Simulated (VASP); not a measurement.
# PbO: self-consistent run

PbO, P4/nmm (no. 129), 4 atoms in the cell. BLYP; PAW potentials Pb_d, O (PBE set).

## Input

INCAR:
```
AGGAC = 1.0
AGGAX = 1.0
ALDAC = 0.0
ALDAX = 1.0
ALGO = Normal
EDIFF = 1E-7
ENCUT = 520
GGA = B5
GGA_COMPAT = F
ISIF = 2
ISMEAR = 0
LASPH = T
LCHARG = F
LREAL = F
LWAVE = F
NELM = 100
PREC = Accurate
SIGMA = 0.02
```

KPOINTS:
```
k-points
0
Gamma
  6 6 5
```

POSCAR:
```
PbO
1.0
    3.9900000000      0.0000000000      0.0000000000
    0.0000000000      3.9900000000      0.0000000000
    0.0000000000      0.0000000000      5.0100000000
Pb O
2 2
Direct
    0.5000000000      0.0000000000      0.7600000000
    0.0000000000      0.5000000000      0.2400000000
    0.5000000000      0.5000000000      0.0000000000
    0.0000000000      0.0000000000      0.0000000000
```

Commands:
```
cat potpaw_PBE.64/Pb_d/POTCAR potpaw_PBE.64/O/POTCAR > POTCAR
mpirun -np 1 vasp_std > vasp.out
```

## Result

- Pressure (GPa): 6.97
- Gap on the mesh (eV): 1.264
- Fermi level (eV): 5.540

Levels at the zone centre (eV from the valence top there):

| 1 | 2 | 3 |
|---|---|---|
| -1.546 | 0.000 | 2.508 |

The largest force is 0.323 eV/A.

VASP 6.6.1 took 52 s on 1 core (AMD EPYC 9R45 (Zen 5)), a shared host.
